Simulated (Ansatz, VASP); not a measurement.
## GaN: VASP beside Ansatz

```
Ga N
1.0
     3.18274    0.00000    0.00000
    -1.59137    2.75633    0.00000
     0.00000    0.00000    5.18543
Ga N
2 2
Direct
  0.33333 0.66667 0.99919
  0.66667 0.33333 0.49919
  0.33333 0.66667 0.37581
  0.66667 0.33333 0.87581
```

Alike in both runs: functional PBEsol; k mesh 12 × 12 × 8; occupations gaussian, width 0.05 eV; no spin polarisation.

Ansatz relaxed the structure, and its values are those at the end. VASP's run is a single point on that final structure, the one shown.

|  | VASP | Ansatz |
| --- | --- | --- |
| version | VASP 6.6.1 | Ansatz 0.2.0 |
| potentials or method | VASP PAW PBE potentials, release 64 (Ga_d, N) | scalar-relativistic, plane waves, PAW |
| plane-wave cutoff (eV) | 520 | 420 |
| valence electrons in the cell | 36 | 36 |

|  | VASP | Ansatz | Ansatz less VASP |
| --- | --- | --- | --- |
| gap on the k mesh at the Fermi level (eV) | 1.89 | 1.87 | -0.018 |
| least direct gap on the mesh (eV) | 1.89 | 1.87 | -0.018 |
| pressure (GPa) | -0.2 | 0.0 | +0.14 |

Caveats: the PAW data sets were made with another functional, which shifts forces and pressure a little (VASP). As with any semilocal functional, this PBEsol gap is likely too small. A k mesh can miss the band edges.
